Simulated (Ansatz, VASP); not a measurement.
## One calculation of ZnO, two programs

```
CELL_PARAMETERS angstrom
4.10661 0.00000 0.00000
0.00000 4.10661 0.00000
0.00000 0.00000 4.10661
ATOMIC_POSITIONS crystal
Zn 0.50000 0.00000 0.00000
Zn 0.00000 0.50000 0.00000
Zn 0.00000 0.00000 0.50000
O 0.00000 0.50000 0.50000
O 0.50000 0.00000 0.50000
O 0.50000 0.50000 0.00000
```

Alike in both runs: functional PBE; k mesh 10 × 10 × 10; occupations gaussian, width 0.1 eV; no spin polarisation.

Ansatz relaxed the structure, and its values are those at the end. VASP's run is a single point on that final structure, the one shown.

|  | VASP | Ansatz |
| --- | --- | --- |
| version | VASP 6.6.1 | Ansatz 0.2.0 |
| potentials or method | VASP PAW PBE potentials, release 64 (Zn, O) | scalar-relativistic, plane waves, PAW |
| plane-wave cutoff (eV) | 520 | 420 |
| valence electrons in the cell | 54 | 54 |

Ansatz gave:

* gap on the k mesh at the Fermi level (eV): none
* pressure (GPa): 0.0

Problem. Estimate VASP's values.

Solution. gap on the k mesh at the Fermi level (eV): none; pressure (GPa): 1.0.

A gap of «none» marks a metal or a gap that the smearing closes.
